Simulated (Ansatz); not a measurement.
Level of theory: Ansatz, DFT PBE, scalar-relativistic, plane waves, PAW. All cells share a 420 eV cutoff and Γ-centred k meshes spaced at most about 0.3 Å⁻¹ (about 0.25 or finer for metals, 2π included). No spin polarisation.

Temperature and zero-point effects are left out.

Question: Which of these relaxed structures of GaH is the lowest in energy?
1.

```
Ga H
1.0
     2.60547    0.00000    0.00000
     0.00000    3.89518    0.00000
    -1.34180    0.00000    5.05736
Ga H
2 2
Direct
  0.61658 0.75000 0.22671
  0.38342 0.25000 0.77329
  0.42993 0.75000 0.86147
  0.57007 0.25000 0.13853
```

2.

```
Ga H
1.0
     4.87512    0.00000    0.00000
     0.00000    4.62047    0.00000
    -1.09104    0.00000    4.87452
Ga H
4 4
Direct
  0.75692 0.30715 0.80728
  0.75692 0.19285 0.30728
  0.24308 0.80715 0.69272
  0.24308 0.69285 0.19272
  0.41240 0.13565 0.74222
  0.41240 0.36434 0.24222
  0.58760 0.63565 0.75778
  0.58760 0.86435 0.25778
```

3.

```
Ga H
1.0
     2.82567    0.00000    0.00000
     0.00000    3.87945    0.00000
     0.00000    0.00000    5.71097
Ga H
2 2
Cartesian
  1.4128 0.0000 4.9549
  0.0000 1.9397 0.7561
  0.0000 0.0000 3.8427
  1.4128 1.9397 1.8682
```

Answer: 2. The next of these, cell 1, lies 60 meV/atom higher. Forms: cell 2 P2_1/c; cell 1 P2_1/m; cell 3 Pmmn. Counting H atoms around Ga (those within 1.25 times the shortest such distance or 1.15 times the sum of covalent radii): cell 2 has Ga 2; cell 1 has Ga 3; cell 3 has Ga 2. Origin: cell 1 and cell 3, invented; cell 2, invented, then shaken at random and relaxed again. The lowest form computed isn't among them: it has space group P6/mmm (No. 191), 11.9 Å³/atom and lies 6 meV/atom below the best shown. Even the lowest of the cells shown lies +0.22 eV/atom against the elements.

The k mesh leaves some 4 meV/atom of noise in the energy of each metallic cell. No dispersion correction is applied, so the spacing and binding between layers, chains or molecules are poorly described (P2_1/c, P2_1/m, Pmmn), and this can change margins and order among such cells. With hydrogen, zero-point motion can shift such differences by 10 meV/atom or more. Cells relaxed within their symmetry can be saddle points. Some structure types and database cells were kept out of the candidates from the start, so a known form may be missing.
